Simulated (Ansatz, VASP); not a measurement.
# Cross-check of GaSi31H (Ga-H pair in Si) between VASP and Ansatz, part 2 of 2

Wanted: the spread between two codes on one cell, functional and k mesh. The cell is taken from a series of runs on this material, whose earlier steps may have relaxed, scaled, displaced or heated it; both programs get it as it stands.

VASP 6.6.1 and Ansatz 0.2.0.

So far. Step 2 (VASP: single point, HSE06): The run ends at a pressure of 1.35 GPa, with forces up to 8.8 eV/Å.

In doubt: a hybrid run on one k-point, which bears on gaps, levels and energies.

## (3) Ansatz: single point, HSE06

Level of this step: Ansatz beside VASP: Kohn-Sham DFT, plane waves, HSE06 (Ansatz).

Ansatz runs on its default PAW (the set named soft_2) files.

The same cell, functional, mesh and smearing now go to Ansatz.

File input.yaml:

```yaml
crystal:
  lattice:
    - [-5.46978324, 5.46978324, 5.46978324]
    - [5.46978324, -5.46978324, 5.46978324]
    - [5.46978324, 5.46978324, -5.46978324]
  atoms:
    - { symbol: Si, position: [0.000498473, -0.000328758, 0.499692414] }
    - { symbol: Si, position: [-0.009708499, 0.244482717, 0.244246605] }
    - { symbol: Si, position: [0.000476974, 0.500025751, -0.000624639] }
    - { symbol: Si, position: [0.006818106, 0.755582569, 0.755337678] }
    - { symbol: Si, position: [0.249180871, -0.002074491, 0.249341865] }
    - { symbol: Si, position: [0.249081549, 0.249141328, -0.0021606] }
    - { symbol: Si, position: [0.245836832, 0.499838401, 0.755418593] }
    - { symbol: Si, position: [0.245774836, 0.755195076, 0.499814123] }
    - { symbol: Si, position: [0.500773785, 0.00031947, -1.3135e-05] }
    - { symbol: Si, position: [0.499779608, 0.248591964, 0.750343382] }
    - { symbol: Ga, position: [0.556466505, 0.50011125, 0.499630157] }
    - { symbol: Si, position: [0.499764454, 0.750668349, 0.248352475] }
    - { symbol: Si, position: [0.751193253, 0.001842952, 0.75136548] }
    - { symbol: Si, position: [0.751175439, 0.244120485, 0.499872671] }
    - { symbol: Si, position: [0.751194382, 0.499827195, 0.244368728] }
    - { symbol: Si, position: [0.751112974, 0.751124428, 0.001917929] }
    - { symbol: Si, position: [9.1595e-05, 0.000127606, 0.251216742] }
    - { symbol: Si, position: [0.000144717, 0.25159416, -6.4373e-05] }
    - { symbol: Si, position: [-0.003554504, 0.499938475, 0.750435745] }
    - { symbol: Si, position: [-0.003472498, 0.750799401, 0.499756692] }
    - { symbol: Si, position: [0.255247062, 0.003088333, 0.003195012] }
    - { symbol: Si, position: [0.248596563, 0.248429989, 0.748348573] }
    - { symbol: Si, position: [0.215356117, 0.499725925, 0.499915664] }
    - { symbol: Si, position: [0.248571995, 0.748330411, 0.248485193] }
    - { symbol: Si, position: [0.499908434, -0.000246379, 0.751001769] }
    - { symbol: Si, position: [0.501789508, 0.23780693, 0.499767434] }
    - { symbol: Si, position: [0.501610086, 0.499991392, 0.237272807] }
    - { symbol: Si, position: [0.499981479, 0.751422371, -0.00040358] }
    - { symbol: Si, position: [0.751998002, -0.003511539, 0.499958957] }
    - { symbol: Si, position: [0.74565999, 0.248995323, 0.249103772] }
    - { symbol: Si, position: [0.75196773, 0.499769173, -0.003314797] }
    - { symbol: Si, position: [0.764046718, 0.76213079, 0.762273922] }
    - { symbol: H, position: [0.343883132, 0.499543003, 0.499694681] }
basis:
  ecutwfc: 420
  xc_grid: 2
hamiltonian:
  xc: hse06
kpoints:
  mp_grid: { grid: [1, 1, 1] }
scf:
  occupations: { method: fermi_dirac, width: 0.01 }
  max_iter: 120
output:
  forces: true
checkpoint:
  read: "../relax.run"
```

Launch:

```
> ansatz run input.yaml --threads 2 --pin off --max-ram 4710MiB --backend cpu --events-out ev --progress --plain --runs-dir out
```

Numbers of over 12 decimals in the logs are rounded to 6 here.

Log:

```text
Warning: checkpoint.read: the run can stay near the saved state's solution: 2 site(s) moved relative to the saved geometry (max |Δs| = 2.765e-2 fractional); the SCF starts from the saved state under `checkpoint.density_extrapolation: transplant`, in force with no word given; its orbitals are not used off its sites. A run without `checkpoint.read` takes nothing of the state. A lower free energy from it at the same positions (and U, V and field ramp, if any) shows a solution that this start missed, and an equal or higher one rules none out (checkpoint.read, Limitations, in the input reference)
exact exchange: scf.exx.singularity resolves to wigner_seitz, which cuts the screened interaction at the faces of the exchange supercell's Wigner-Seitz cell, so that each pair interacts once, at the shortest of its separations (the periodic images that this leaves out come, for a point-like exchange hole, to about 0.019 eV on a filled level). The cut falls within the interaction's reach, and what an exchange supercel [...]
Engine: ansatz 0.2.0, aarch64-unknown-linux-gnu
Pseudopotentials: kind: paw
Pseudopotential: Si, paw, valence charge 4, recommended cutoff 420 eV (normal), Si.paw.azcp
Pseudopotential: Ga, paw, valence charge 13, recommended cutoff 420 eV (normal), Ga.paw.azcp
Pseudopotential: H, paw, valence charge 1, recommended cutoff 420 eV (normal), H.paw.azcp
Functional definition: HSE06
  parameter a = 0.25
  parameter omega = 0.11/bohr
  exchange = pbe_x - a*pbe_x_sr(omega) + a*exact_x_sr(omega)
  correlation = pbe_c
Crystal: 33 atoms, lattice volume = 654.591 Å³
Basis set: ecut = 420 eV, 12839 PW (Γ), exchange–correlation on 128×128×128 points (8 copies of the dense FFT grid, shifted against one another)
Bands: 102, of which v1, the nominal top of the filled ones, is band 69 counted from 1 (68 counted from 0)
Symmetry: 1 space group operations
Space group: P1 (ITA 1), of the structure as read, at distance tolerance 8.7e-5 Å
k-points: 1
Non-local potential: Si, projectors of the file, l = 0: 2, l = 1: 2, l = 2: 2
Non-local potential: Ga, projectors of the file, l = 0: 2, l = 1: 2, l = 2: 3, l = 3: 1
Non-local potential: H, projectors of the file, l = 0: 2, l = 1: 1
PAW form: soft (Blöchl's): semilocal exchange-correlation on the pseudo side does not see the compensation charge
PAW frozen core: Si, regenerated for the run's functional, and the local potential with it (the file was generated under x = pbe(κ = 0.804, μ = 0.219515), c = pbe(β = 0.066725))
PAW frozen core: Ga, regenerated for the run's functional, and the local potential with it (the file was generated under x = pbe(κ = 0.804, μ = 0.219515), c = pbe(β = 0.066725))
PAW one-centre angular grid: Si, 110 points (default); XC on 64 Gauss nodes
PAW one-centre angular grid: Ga, 590 points (default); XC on 64 Gauss nodes
PAW one-centre angular grid: H, 110 points (default); XC on 64 Gauss nodes
Initial density: read from a saved state, or passed on in memory by an earlier SCF of this step, an earlier step, the calling program or the single point that the run made first, carried with its atoms to this geometry
Initial wavefunctions: pseudopotential atomic-orbital guess
Functional: x = pbe(κ = 0.804, μ = 0.219515), c = pbe(β = 0.066725), warm-up for x = pbe(κ = 0.804, μ = 0.219515) + 0.25 (exact − pbe) at short range (hse, ω = 0.207870 Å⁻¹), c = pbe(β = 0.066725); HSE06 as pw.x's `hse` composes it (authors' and Libxc's form: `xc: wpbeh`)
iter 1 solved again at ethr=4.47e-4 eV; its pass at ethr=1.00e-1 eV (dr2=6.17e-1 eV) is discarded
SCF iter   1: F=—  HF=-23502.473874 eV  |F-HF|=—  |Δ(HF+E_count)|=         —  Δρ=1.13e-2  dr2=6.28e-1  ethr=4.47e-4  ⟨swp⟩=15.0  Hψ=715  notcnv=0
preconditioner: auto → none  [insulator: Δε(μ)=0.449 eV  Ē_g=8.571 eV  σ=0.010 eV  W_gap=1.00  n_scr=86 (ndim 8)  ℏωp=17.0 eV  f_vac=0.000  D(μ)=0.00/eV (n_scr^D=0)]
SCF iter   2: F=—  HF=-23502.297166 eV  |F-HF|=—  |Δ(HF+E_count)|=   1.77e-1  Δρ=4.05e-3  dr2=1.23e-1  ethr=4.47e-4  ⟨swp⟩=7.0  Hψ=281  notcnv=0
SCF iter   3: F=—  HF=-23502.281877 eV  |F-HF|=—  |Δ(HF+E_count)|=   1.53e-2  Δρ=2.35e-3  dr2=8.03e-2  ethr=8.88e-5  ⟨swp⟩=7.0  Hψ=340  notcnv=0
iter 4 solved again at ethr=5.64e-6 eV; its pass at ethr=5.82e-5 eV (dr2=7.78e-3 eV) is discarded
SCF iter   4: F=—  HF=-23502.266152 eV  |F-HF|=—  |Δ(HF+E_count)|=   1.57e-2  Δρ=8.48e-4  dr2=7.87e-3  ethr=5.64e-6  ⟨swp⟩=5.0  Hψ=504  notcnv=0
SCF iter   5: F=—  HF=-23502.264631 eV  |F-HF|=—  |Δ(HF+E_count)|=   1.52e-3  Δρ=2.55e-4  dr2=2.91e-4  ethr=5.64e-6  ⟨swp⟩=6.0  Hψ=270  notcnv=0
SCF iter   6: F=—  HF=-23502.264632 eV  |F-HF|=—  |Δ(HF+E_count)|=   1.39e-6  Δρ=8.64e-5  dr2=3.90e-5  ethr=2.11e-7  ⟨swp⟩=4.0  Hψ=213  notcnv=0
SCF iter   7: F=-23502.264623 eV  HF=-23502.264635 eV  |F-HF|=1.20e-5  |Δ(HF+E_count)|=   3.13e-6  Δρ=3.14e-5  dr2=1.60e-5  ethr=2.83e-8  ⟨swp⟩=3.0  Hψ=210  notcnv=0
SCF 1 stopped early in 7 iterations: F = -23502.264623 eV  dr2 = 1.60e-5
  greatest PAW one-centre occupation: 0.994 electrons in one spin orbital (limit 2), on the Ga atom at site 10 (counted from 0), in its partial waves of l = 2
Initial density: handed on by an earlier stage of this run
Initial wavefunctions: those handed on with the density
[...]
SCF iter   7: F=—  HF=-23518.382318 eV  |F-HF|=—  |Δ(HF+E_count)|=   1.76e-3  Δρ=1.14e-4  dr2=1.17e-4  ethr=1.79e-9  ⟨swp⟩=5.0  Hψ=445  notcnv=0
SCF iter   8: F=-23518.382272 eV  HF=-23518.382279 eV  |F-HF|=6.21e-6  |Δ(HF+E_count)|=   3.97e-5  Δρ=2.50e-5  dr2=9.42e-6  ethr=1.79e-9  ⟨swp⟩=5.0  Hψ=308  notcnv=0
SCF 2 stopped early in 8 iterations: F = -23518.382272 eV  dr2 = 9.42e-6
  Residual-converged pass: ⟨swp⟩=3.0  Hψ=235  notcnv=0  max |occ|·‖R‖ = 5.2e-6 eV (tolerance 6.7e-6 eV)  dr2=9.44e-6  dr2_onsite=6.54e-7  max |Δocc| = 0.0e0
  greatest PAW one-centre occupation: 0.995 electrons in one spin orbital (limit 2), on the Ga atom at site 10 (counted from 0), in its partial waves of l = 2
hybrid outer 1: dexx = +6.642e-2 eV, tail = 6.11e-5 eV
Exchange kernel: α = 0.2500, screened, ω = 0.2079 Å⁻¹, Wigner–Seitz truncation, v(0) = 842.9347 eV·Å³, q-mesh 1×1×1, nearest image of the exchange supercell L = 9.47 Å, pair-density grid 36×36×36, without the augmentation charges, whose exchange is taken in its separable form (sized by the pseudopotential files, 54×54×54 at the most)
Frozen-core exchange: fock
SCF iter   1: F=—  HF=-23518.381468 eV  |F-HF|=—  |Δ(HF+E_count)|=         —  Δρ=2.20e-5  dr2=6.54e-6  ethr=2.21e-7  ⟨swp⟩=8.0  Hψ=269  notcnv=0
preconditioner: auto → none  [insulator: Δε(μ)=1.094 eV  Ē_g=9.247 eV  σ=0.010 eV  W_gap=1.00  n_scr=86 (ndim 8)  ℏωp=16.4 eV  f_vac=0.000  D(μ)=0.00/eV (n_scr^D=0)]
SCF iter   2: F=—  HF=-23518.381467 eV  |F-HF|=—  |Δ(HF+E_count)|=   1.43e-6  Δρ=5.99e-6  dr2=5.69e-7  ethr=3.76e-9  ⟨swp⟩=4.0  Hψ=211  notcnv=0
SCF iter   3: F=—  HF=-23518.381469 eV  |F-HF|=—  |Δ(HF+E_count)|=   2.09e-6  Δρ=4.76e-6  dr2=3.23e-7  ethr=1.44e-10  ⟨swp⟩=7.0  Hψ=327  notcnv=0
SCF iter   4: F=—  HF=-23518.381469 eV  |F-HF|=—  |Δ(HF+E_count)|=   6.39e-8  Δρ=1.46e-6  dr2=1.02e-7  ethr=1.44e-10  ⟨swp⟩=4.0  Hψ=219  notcnv=0
SCF iter   5: F=—  HF=-23518.381469 eV  |F-HF|=—  |Δ(HF+E_count)|=   1.78e-8  Δρ=6.21e-7  dr2=1.79e-8  ethr=5.49e-11  ⟨swp⟩=3.0  Hψ=210  notcnv=0
SCF iter   6: F=-23518.381469 eV  HF=-23518.381469 eV  |F-HF|=3.11e-9  |Δ(HF+E_count)|=   8.36e-8  Δρ=8.23e-7  dr2=6.64e-9  ethr=3.06e-12  ⟨swp⟩=8.0  Hψ=350  notcnv=0
SCF 3 converged in 6 iterations: F = -23518.381469 eV  dr2 = 6.64e-9
  Residual-converged pass: ⟨swp⟩=2.0  Hψ=140  notcnv=0  max |occ|·‖R‖ = 1.7e-6 eV (tolerance 2.2e-6 eV)  dr2=6.63e-9  dr2_onsite=1.66e-10  max |Δocc| = 0.0e0
hybrid outer 2: dexx = +2.627e-6 eV, tail = 1.98e-8 eV, Δε = 9.34e-4 eV (about 2.41e-5 eV left of the loop's levels), ΔF = 4.98e-3 eV/Å (tail 4.11e-4)
WARN: the filled states extend beyond the cell (their overlap across the Brillouin zone is 0.360, against 0 in a metal and nearly 1 for localised states). With one k-point a hybrid's gap, moments and forces can then be wrong. Use a denser k-mesh, or a larger cell for a defect
hybrid SCF converged: 2 outer / 14 inner (+7 warm-up), last move |dexx| = 2.63e-6 eV, tail = 1.98e-8 eV
Stability not checked: this state was not tested for a lower state beside it, because the functional holds exact exchange (a hybrid, or Hartree-Fock), whose exchange loop this test does not read (fock_operator; see scf.lower_state_search)
Free energy (F): -23518.381469 eV
Frozen-core exchange: fock
Harris-Foulkes:  -23518.381469 eV  (|F-HF|=3.11e-9)
Internal energy: -23518.381469 eV  (E = F + TS)
E sigma→0 (E₀):  -23518.381469 eV
Fermi energy:    6.377320 eV
--- Per-component energies (eV) ---
  E_band       = -77.843787
  E_kinetic    = 1397.975702
  E_local      = -3616.231153  (includes V_loc(G=0)·N_el)
  E_nonlocal   = 1209.926896
  E_hartree    = 1541.966700
  E_xc         = -1459.259194
  E_vxc        = -1241.769473  (∫ρ·V_xc dr)
  E_exx        = -224.271598  (= α·E_x^exact, valence–valence)
  E_paw        = -18006.734153  (= ΣΔE_a)
  E_vpaw       = -463.133145  (= ΣTr[D̂ρ^β])
  E_aug_tail   = -0.001549  (compensation charges beyond the density's cutoff)
  E_ewald      = -4360.032760
  E_core_change = -1.720360  (= ΣΔE_core)
  E_smearing   = -0.000000  (= −TS)
  E_closure    = 0.000000  (closes the sum)
  Σ components = -23518.381469   (vs F -23518.381469, Δ=-3.64e-12)
--- Forces (eV/Å), atoms counted from 1 ---
  atom   1  Si     0.01042799    -0.00784302    -0.01790562
  atom   2  Si     0.04913078    -0.04518125    -0.04529820
  atom   3  Si     0.01019295    -0.01573065    -0.01145218
  atom   4  Si    -0.11202162    -0.02797576    -0.02924906
  atom   5  Si    -0.02005835     0.00625765    -0.01727360
  atom   6  Si    -0.01915808    -0.01901678     0.00718086
  atom   7  Si     0.04542483    -0.04717228    -0.04428018
  atom   8  Si     0.04257337    -0.04373514    -0.04746564
  atom   9  Si     0.01634263    -0.00841866    -0.01112470
  atom  10  Si    -0.00568876     0.01815530    -0.01817372
  atom  11  Ga     0.12430718    -0.12144558    -0.12590466
  atom  12  Si    -0.00542560    -0.01758141     0.01725473
  atom  13  Si     0.01788723     0.00492446     0.01857443
  atom  14  Si     0.02772193    -0.02900859     0.11430410
  atom  15  Si     0.02823458     0.11256185    -0.02708323
  atom  16  Si     0.01722009     0.01691172     0.00705495
  atom  17  Si     0.01232789     0.00653440    -0.00205397
  atom  18  Si     0.01165925     0.00084580     0.00432974
  atom  19  Si     0.03306449     0.08079846    -0.03371617
  atom  20  Si     0.03279157    -0.03214641     0.07717057
  atom  21  Si     0.04026898    -0.00270112    -0.00096680
  atom  22  Si    -0.00549428    -0.01454370     0.00102153
  atom  23  Si     4.65020086    -4.63661194    -4.63515301
  atom  24  Si    -0.00497178     0.00018201    -0.01122009
  atom  25  Si     0.00100291     0.00743713    -0.01192389
  atom  26  Si     0.08836859    -0.08758317    -0.04261065
  atom  27  Si     0.08764923    -0.03936976    -0.08863975
  atom  28  Si    -0.00063851    -0.01212589     0.00532607
  atom  29  Si     0.00128898    -0.00280282    -0.03970547
  atom  30  Si    -0.07876377    -0.03447895    -0.03141760
  atom  31  Si     0.00080971    -0.04120440    -0.00056802
  atom  32  Si     0.04105055    -0.09114309    -0.08559425
  atom  33  H     -5.13767731     5.12316209     5.12653323
  max |Σ_I F_I| component: 4.95e-5 eV/Å
--- Band table (eV) ---
  k-point 0: bands = [... 65 lower, 4.7381, 5.6158, 5.8264, 5.8272, 6.9209]
  guard bands above this table: 32 of the run's 102 bands. The solve was not asked for them (output.publish_guard_bands: true or output.eigenvalues: true publishes all)
```

## (4) Comparison

Known differences besides the potentials themselves: exact exchange at q = 0 is treated differently, which shows on coarse meshes; VASP keeps PBE cores, Ansatz makes them for the functional; the cutoff is 420 eV in Ansatz and 400 eV in VASP (PREC = Accurate, projectors in real space); VASP takes a coarser grid for exact exchange (PRECFOCK = Fast). Total energies have different zeros and are not compared.

The two programs side by side:

```tsv
quantity	Ansatz	VASP	difference
gap on the k mesh (eV)	1.094	1.142	-0.049
```

Forces on 7 of the 33 atoms, those with the largest forces and the largest differences (eV/Å; atoms numbered as in POSCAR):

```tsv
atom	Ansatz x, y, z	VASP x, y, z
Si13	0.028, -0.029, 0.114	0.030, -0.031, 0.111
Si22	4.650, -4.637, -4.635	4.620, -4.606, -4.605
Si25	0.088, -0.088, -0.043	0.083, -0.083, -0.044
Si26	0.088, -0.039, -0.089	0.083, -0.041, -0.084
Si31	0.041, -0.091, -0.086	0.043, -0.087, -0.081
Ga32	0.124, -0.121, -0.126	0.123, -0.119, -0.124
H33	-5.138, 5.123, 5.127	-5.105, 5.091, 5.095
```

The forces differ by 8.1 meV/Å r.m.s., which is 0.7 % of the r.m.s. force of 1.197 eV/Å (both taken over all components). A gap on the mesh is an upper bound, since the band edges may lie between its points.

## (5) Summary of results

```
r.m.s. force difference (single point, HSE06)         : 0.68 % of the r.m.s. force
difference in gap on the k mesh (single point, HSE06) : -0.049 eV
```

**Reading.** The difference in gap on the k mesh is -0.049 eV (single point, HSE06), within the 0.08 eV picked in this series as the mark of a large difference. How closely two codes agree says nothing of how well the functional describes the real material.

[Lines on the potential files, build, host, timing and source positions are cut from VASP's logs without a mark.]

[Logs are printed without paths, hosts, clocks, repeated set-up lines and the standing remarks that a program may print on its own settings, such as how far it seeks lower states.]

[Hosts, paths, dates, database ids (printed as entryN), source tags and the programs' standing remarks are cut or masked in the printed files.]
